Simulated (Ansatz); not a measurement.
Relax this structure to zero stress and force, keeping its symmetry:

```
Hg
1.0
     2.10712    1.21655    1.91922
    -2.10712    1.21655    1.91922
     0.00000   -2.43309    1.91922
Hg
1
Direct
  0.00000 0.00000 0.00000
```

Theory: DFT PBEsol, scalar-relativistic, plane waves, PAW in Ansatz 0.2.0.

Cutoff 420 eV; k points 12×12×12 on the computed 1-atom cell (Γ-centred); Gaussian smearing, width 0.10 eV; no spin polarisation.

Task: What does it relax to?

Result: The volume falls by 4.28 Å³/atom to 25.24 Å³/atom, and the energy falls by 51.8 meV/atom. Final structure:
```cif
data_structure
_symmetry_space_group_name_H-M 'R-3m:H'
_symmetry_Int_Tables_number 166
_cell_length_a 3.8984
_cell_length_b 3.8984
_cell_length_c 5.7535
_cell_angle_alpha 90.000
_cell_angle_beta 90.000
_cell_angle_gamma 120.000
_cell_volume 75.72
loop_
_atom_site_label
_atom_site_type_symbol
_atom_site_symmetry_multiplicity
_atom_site_Wyckoff_symbol
_atom_site_fract_x
_atom_site_fract_y
_atom_site_fract_z
_atom_site_occupancy
Hg1 Hg 3 a 0.00000 0.00000 0.00000 1
```

Spin–orbit coupling is left out, which can shift energies with elements as heavy as these.

Cost: 1 run of about 0.62 core-minutes, on Arm Neoverse V1 (shared hosts).